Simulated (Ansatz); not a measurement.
## A computed series for ZnTe: response to strain

Consider ZnTe in the zinc blende structure (space group F-43m, No. 216; a = 6.113 Å). Axes: x, y, z lie along the cube axes.

Strains are applied to the cell and any free atomic positions relax; under biaxial strain the out-of-plane vector relaxes too; under stress the whole cell relaxes.

Level of theory: r2SCAN/PAW in Ansatz (an electronic-structure program), scalar-relativistic without spin-orbit coupling.

Candidates:
(a) tensor shear ε_xy = −1.56 %
(b) biaxial strain −1.00 %, plane normal [111], relaxed out of plane
(c) tensor shear ε_xz = +1.32 %
(d) uniaxial stress, 3 GPa compression along x
(e) isotropic strain −0.73 %

Before the change:

- Band gap = 1.79 eV

Problem. Order them by band gap, lowest first.

Solution. (d) uniaxial stress, 3 GPa compression along x (1.61 eV), (a) tensor shear ε_xy = −1.56 % (1.67 eV), (c) tensor shear ε_xz = +1.32 % (1.69 eV), (b) biaxial strain −1.00 %, plane normal [111], relaxed out of plane (1.82 eV), (e) isotropic strain −0.73 % (1.90 eV)

Spin-orbit coupling, missing from the scalar runs, can matter with Te. Beyond what the load breaks, stability against distortions was not tested.
